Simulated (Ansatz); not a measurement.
# Te2Mo: the cost of one run

Program: Ansatz 0.2.0. Level of theory: DFT PBE, scalar-relativistic, plane waves, PAW. These are calculated values, not measurements.

1 further run of the same task is left out (set aside as unsound or not needed).

**1. The starting structure**

The structure is monoclinic, space group P2_1/m (No. 11). The conventional cell has a = 6.368 Å, b = 3.468 Å, c = 36.172 Å, α = 90.00°, β = 90.09°, γ = 90.00°. Te (site symmetry m) has 3 Mo at 2.71 to 2.72 Å as nearest neighbours. Te (site symmetry m) has 3 Mo at 2.83 to 2.84 Å as nearest neighbours. Mo (site symmetry m) is surrounded by 6 Te at 2.71 to 2.84 Å and 2 Mo at 2.89 Å.

As a file:

```
Te Mo
1.0
     6.36788    0.00000    0.00266
     0.00000    3.46759    0.00000
    -0.07070    0.00000   36.17176
Te Mo
4 2
Direct
  0.07758 0.75000 0.44280
  0.92242 0.25000 0.55720
  0.56971 0.25000 0.45911
  0.43029 0.75000 0.54089
  0.81932 0.75000 0.50270
  0.18068 0.25000 0.49730
```

It goes back to an entry of the Materials Project.

This cell was relaxed beforehand with the same method: volume 133.12 Å³/atom, gap on the mesh none (metal).

**2. Bands, states and charges**

input.yaml reads:

```yaml
crystal:
  lattice:
    - [6.3678771881, 0.0, 0.0026601907]
    - [0.0, 3.4675904682, 0.0]
    - [-0.0706982793, 0.0, 36.1717610784]
  atoms:
    - { symbol: Te, position: [0.07757888, 0.75, 0.4427981954] }
    - { symbol: Te, position: [0.92242112, 0.25, 0.5572018046] }
    - { symbol: Te, position: [0.5697103111, 0.25, 0.4591075365] }
    - { symbol: Te, position: [0.4302896889, 0.75, 0.5408924635] }
    - { symbol: Mo, position: [0.8193229193, 0.75, 0.5026976278] }
    - { symbol: Mo, position: [0.1806770807, 0.25, 0.4973023722] }
basis:
  ecutwfc: 420
kpoints:
  mp_grid: { grid: [6, 10, 1] }
  band_path:
    path:
      - [0.0, 0.0, 0.0]
      - [0.0, 0.5, 0.0]
      - [0.0, 0.5, 0.5]
      - [0.0, 0.0, 0.5]
      - [0.0, 0.0, 0.0]
      - [-0.5, 0.0, 0.5]
      - [-0.5, 0.5, 0.5]
      - [0.0, 0.5, 0.0]
      - [-0.5, 0.5, 0.0]
      - [-0.5, 0.0, 0.0]
      - [0.0, 0.0, 0.0]
    npoints: 14
hamiltonian:
  xc: pbe
scf:
  occupations: { method: gaussian, width: 0.1 }
  n_extra_bands: 15
output:
  forces: true
  stress: true
  eigenvalues: true
  populations: true
  dos: { projected: true, de: 0.02, nscf_kmesh: { grid: [9, 15, 2] } }
  bader: true
  write_density: true
  write_potential: true
  elf: true
  volumetric_format: npy
```

The run is started by

```
$ ansatz run input.yaml --threads 1 --pin off --max-ram 2560MiB --backend cpu --events-out ev --progress --plain --runs-dir out
```

Q: Estimate wall time and peak memory on 1 thread of Arm Neoverse V1, shared host.

About 8.8 min, with a peak of 2.3 GiB.
